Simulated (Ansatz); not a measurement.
**Relaxation path: Bi (diamond type)**

DFT, PBE, PAW with Ansatz's default frozen-core files, scalar-relativistic (Ansatz 0.2.0); a Γ-centred 11×11×11 k mesh, Fermi–Dirac smearing of 0.08 eV, no spin polarisation. The run relaxes cell and atoms at a target pressure of 21 GPa.

Command: `ansatz run input.yaml --threads 1 --pin off --max-ram 3584MiB --backend cpu --events-out ev --progress --plain --runs-dir out` It took 17 s on 1 thread of AMD EPYC 7R43 64-Core Processor (Zen 3) (shared host), peak memory 0.43 GiB.

```yaml
crystal:
  lattice:
    - [0.0, 3.0599195586, 3.0599195586]
    - [3.0599195586, 0.0, 3.0599195586]
    - [3.0599195586, 3.0599195586, 0.0]
  atoms:
    - { symbol: Bi, position: [-0.125, -0.125, -0.125] }
    - { symbol: Bi, position: [0.125, 0.125, 0.125] }
kpoints:
  mp_grid: { grid: [11, 11, 11] }
scf:
  occupations: { method: fermi_dirac, width: 0.08 }
hamiltonian:
  xc: pbe
  pseudopotentials: { kind: paw }
output:
  forces: true
  stress: true
  eigenvalues: true
relax:
  f_tol: 0.005
  max_steps: 40
  cell: { p_target: 21.0, stress_tol: 0.03 }
```

Each step lists its enthalpy F + pV a cell above the last geometry, the pressure, the cell vectors (Å), and Cartesian positions (Å) with forces (eV/Å).

The first step:

```
step 1  dH = 793.96 meV  P = 47.2 GPa
  cell 0.0000 3.0599 3.0599  3.0599 0.0000 3.0599  3.0599 3.0599 0.0000
  Bi -0.7650 -0.7650 -0.7650   0.0000 0.0000 0.0000
  Bi 0.7650 0.7650 0.7650   0.0000 0.0000 0.0000
```

Spin–orbit coupling is left out, which matters for the heavy atoms.

The symmetry of the start is kept and no stability test is made, so the end need not be the stable phase.

Where does the relaxation end, and by which steps?

After 4 geometries, with conventional a, b, c = 6.495, 6.495, 6.495 Å, at 34.246 Å³/atom (+19.53 % against the start) in space group Fd-3m, with a shortest distance of 2.812 Å. The further steps:
```
step 2  dH = 28.86 meV  P = 25.1 GPa
  cell 0.0000 3.2091 3.2091  3.2091 0.0000 3.2091  3.2091 3.2091 0.0000
  Bi -0.8023 -0.8023 -0.8023   0.0000 0.0000 0.0000
  Bi 0.8023 0.8023 0.8023   0.0000 0.0000 0.0000
step 3  dH = 1.00 meV  P = 21.8 GPa
  cell 0.0000 3.2398 3.2398  3.2398 0.0000 3.2398  3.2398 3.2398 0.0000
  Bi -0.8099 -0.8099 -0.8099   0.0000 0.0000 0.0000
  Bi 0.8099 0.8099 0.8099   0.0000 0.0000 0.0000
step 4  dH = 0.00 meV  P = 21.0 GPa
  cell 0.0000 3.2474 3.2474  3.2474 0.0000 3.2474  3.2474 3.2474 0.0000
  Bi -0.8119 -0.8119 -0.8119   0.0000 0.0000 0.0000
  Bi 0.8119 0.8119 0.8119   0.0000 0.0000 0.0000
step 5  dH = -2.72 meV  P = 21.0 GPa  (same geometry on a basis chosen anew; earlier energies don't compare to the last digit)
  cell 0.0000 3.2474 3.2474  3.2474 0.0000 3.2474  3.2474 3.2474 0.0000
  Bi -0.8119 -0.8119 -0.8119   0.0000 0.0000 0.0000
  Bi 0.8119 0.8119 0.8119   0.0000 0.0000 0.0000
```
